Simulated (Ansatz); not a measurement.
Ansatz input

```yaml
crystal:
  lattice:
    - [-1.9747252945, 1.9747252945, 1.9747252945]
    - [1.9747252945, -1.9747252945, 1.9747252945]
    - [1.9747252945, 1.9747252945, -1.9747252945]
  atoms:
    - { symbol: Te, position: [0.0, 0.0, 0.0] }
hamiltonian:
  xc: pbe
  pseudopotentials:
    kind: paw
    azcp:
      Te: "pseudopotentials/Te.paw.azcp"
basis:
  ecutwfc: 420
  fft_grid_basis: typed
kpoints:
  mp_grid: { grid: [13, 13, 13], shift: [0, 0, 0] }
magnetization:
  spin_polarized: false
scf:
  occupations: { method: fermi_dirac, width: 0.1 }
  lower_state_search: "off"
output:
  stress: true
```

Output

```
Engine: ansatz 0.2.0, x86_64-unknown-linux-gnu
Pseudopotentials: kind: paw
Pseudopotential: Te, paw, valence charge 16, recommended cutoff 420 eV (normal) 
Functional definition: PBE
  parameter kappa = 0.804
  parameter beta = 0.06672455060314922
  exchange = pbe_x(kappa = kappa, mu = beta*pi^2/3)
  correlation = pbe_c(beta = beta)
Crystal: 1 atoms, lattice volume = 30.802 Å³
Basis set: ecut = 420 eV, 603 PW (Γ)
Bands: 12, of which v1, the nominal top of the filled ones, is band 8 counted from 1 (7 counted from 0)
Symmetry: 48 space group operations
Space group: Im-3m (ITA 229), of the structure as read, at distance tolerance 3.1e-5 Å
k-points: 84 of 2197
Non-local potential: Te, projectors of the file, l = 0: 2, l = 1: 2, l = 2: 2, l = 3: 2
PAW form: soft (Blöchl's): semilocal exchange-correlation on the pseudo side does not see the compensation charge
PAW one-centre angular grid: Te, 590 points (default); XC on 64 Gauss nodes
Initial density: superposition of atomic densities (neutral atoms: chi_scale 0, normalization atom), corrected by the library's trained network
Initial wavefunctions: pseudopotential atomic-orbital guess
Functional: x = pbe(κ = 0.804, μ = 0.2195149727645171), c = pbe(β = 0.06672455060314922)
SCF iter   1: F=—  HF=-6979.638294 eV  |F-HF|=—  |Δ(HF+E_count)|=         —  Δρ=8.21e-4  dr2=1.50e-4  ethr=1.77e-3  ⟨swp⟩=5.2  Hψ=6257  notcnv=0
SCF iter   2: F=—  HF=-6979.638080 eV  |F-HF|=—  |Δ(HF+E_count)|=   2.15e-4  Δρ=4.38e-4  dr2=2.12e-5  ethr=9.38e-7  ⟨swp⟩=2.2  Hψ=2303  notcnv=0
SCF iter   3: F=—  HF=-6979.638118 eV  |F-HF|=—  |Δ(HF+E_count)|=   3.87e-5  Δρ=2.74e-4  dr2=8.06e-6  ethr=1.32e-7  ⟨swp⟩=3.0  Hψ=1717  notcnv=0
SCF iter   4: F=—  HF=-6979.638149 eV  |F-HF|=—  |Δ(HF+E_count)|=   3.03e-5  Δρ=3.76e-5  dr2=3.84e-7  ethr=5.04e-8  ⟨swp⟩=2.1  Hψ=1641  notcnv=0
iter 5 did not close the SCF: its close was put off for the readings that it lacked (scf_convergence_deferred on its scf_iter line)
SCF iter   5: F=-6979.638149 eV  HF=-6979.638149 eV  |F-HF|=6.04e-8  |Δ(HF+E_count)|=   3.34e-8  Δρ=1.22e-5  dr2=6.88e-8  ethr=2.40e-9  ⟨swp⟩=2.0  Hψ=1683  notcnv=0
SCF iter   6: F=-6979.638149 eV  HF=-6979.638149 eV  |F-HF|=1.49e-8  |Δ(HF+E_count)|=   2.17e-8  Δρ=5.49e-6  dr2=1.54e-8  ethr=4.30e-10  ⟨swp⟩=2.1  Hψ=3753  notcnv=0
SCF 1 converged in 6 iterations: F = -6979.638149 eV  dr2 = 1.54e-8
SCF converged after 6 iterations
Free energy (F): -6979.638149 eV
Harris-Foulkes:  -6979.638149 eV  (|F-HF|=1.49e-8)
Internal energy: -6979.612723 eV  (E = F + TS)
E sigma→0 (E₀):  -6979.625436 eV
Entropy (-TS):   -0.025426 eV (-25.426 meV/atom)
Fermi energy:    9.933487 eV
--- Per-component energies (eV) ---
  E_band       = -244.910442
  E_kinetic    = 178.983005
  E_local      = -1097.430454  (includes V_loc(G=0)·N_el)
  E_nonlocal   = -310.679354
  E_hartree    = 733.313039
  E_xc         = -123.542341
  E_vxc        = -103.120211  (∫ρ·V_xc dr)
  E_paw        = -4661.875956  (= ΣΔE_a)
  E_vpaw       = -379.283289  (= ΣTr[D̂ρ^β])
  E_aug_tail   = -0.000142  (compensation charges beyond the density's cutoff)
  E_ewald      = -1698.380521
  E_smearing   = -0.025426  (= −TS)
  E_closure    = -0.000000  (closes the sum)
  Σ components = -6979.638149   (vs F -6979.638149, Δ=0.00e0)
--- Stress (GPa, compression-positive) ---
       -3.542297       0.000000       0.000000
        0.000000      -3.542297       0.000000
       -0.000000      -0.000000      -3.542297
  P = ⅓ Tr σ = -3.5423 GPa (-35.423 kbar)
```

Launched by

```sh
ansatz run input.yaml --threads 1 --pin off --max-ram 3584MiB --backend cpu --events-out ev --progress --plain --runs-dir out
```

On 1 thread of Intel(R) Xeon(R) Platinum 8259CL CPU @ 2.50GHz (Skylake/Cascade Lake) (shared host) this took about 2.8 s of wall time and 2.5 s of CPU time.
